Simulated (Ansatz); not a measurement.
## AlCu$_{3}$: zone-centre modes under pressure

AlCu$_{3}$, Fm-3m, a = 5.768 Å. The structure is a Materials Project entry; whether it is the stable form wasn't checked. Ansatz: PBEsol, PAW, 420 eV, Γ-centred 12×12×12 mesh on 4 atoms, Fermi-Dirac smearing 0.15 eV; no spin polarisation. Cell and atoms are relaxed at each pressure with the symmetry kept; optical modes at Γ by linear response, in cm⁻¹, matched by rank (the highest 3 distinct ones).

```tsv
P (GPa)	V (Å³/atom)	ω1	ω2	ω3
0	11.995	162.2	194.4	298.3
3	11.769	170.0	203.3	308.9
10	11.322	?	?	?
```

**Question.** Get each mode's Grüneisen parameter γ = −d ln ω/d ln V from the other rows and predict the missing frequencies.

**Answer.** ln(V/V0) = 0.0000, -0.0190, -0.0577; a line through ln(ω/ω0) of the 2 known rows gives ω1: γ = 2.472, predicted 187.1, computed 185.1; ω2: γ = 2.356, predicted 222.7, computed 221.2; ω3: γ = 1.838, predicted 331.7, computed 330.4. The worst miss is 1.1 %: γ isn't constant over this range. In a metal these frequencies hang on the mesh and smearing.

The mesh isn't the same in all rows (12×12×12, 14×14×14).